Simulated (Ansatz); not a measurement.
## Energy and pressure of SiNi against volume, without spin

These are results of DFT PBE, scalar-relativistic, plane waves, PAW (Ansatz 0.2.0), not measurements.

```cif
data_structure
_symmetry_space_group_name_H-M 'P 1'
_symmetry_Int_Tables_number 1
_cell_length_a 3.7125
_cell_length_b 3.7125
_cell_length_c 3.7125
_cell_angle_alpha 60.000
_cell_angle_beta 60.000
_cell_angle_gamma 60.000
_cell_volume 36.18
loop_
_atom_site_label
_atom_site_type_symbol
_atom_site_fract_x
_atom_site_fract_y
_atom_site_fract_z
_atom_site_occupancy
Ni1 Ni 0.00000 0.00000 0.00000 1
Si1 Si 0.25000 0.25000 0.25000 1
```

The plane-wave cutoff is 420 eV, the Γ-centred k-mesh is 14×14×14 and the occupation rule is Gaussian smearing, 0.1 eV. The spin treatment is unpolarised.

The cell is scaled evenly at fixed fractional positions, V₀ being the volume of the cell shown; start: no spin polarisation. Energies are extrapolated to zero smearing. A spin-polarised state can lie lower, at larger volumes above all.

| V/V₀ | E above lowest (meV/atom) | P (GPa) |
| --- | --- | --- |
| 1.000 | 0.0 | -5.0 |
| 1.057 | 44.5 | -8.7 |
| 1.132 | 133.3 | -11.9 |
| 1.226 | ? | ? |

Question: Fill in the withheld rows.

Answer: The withheld rows:

```csv
V/V₀,E above lowest (meV/atom),P (GPa)
1.226,274.5,-14.3
```

This zinc-blende form isn't the usual stable structure of the compound.

Cost: 4 runs of about 0.33 core-minutes in all, on Arm Neoverse V2 (shared hosts).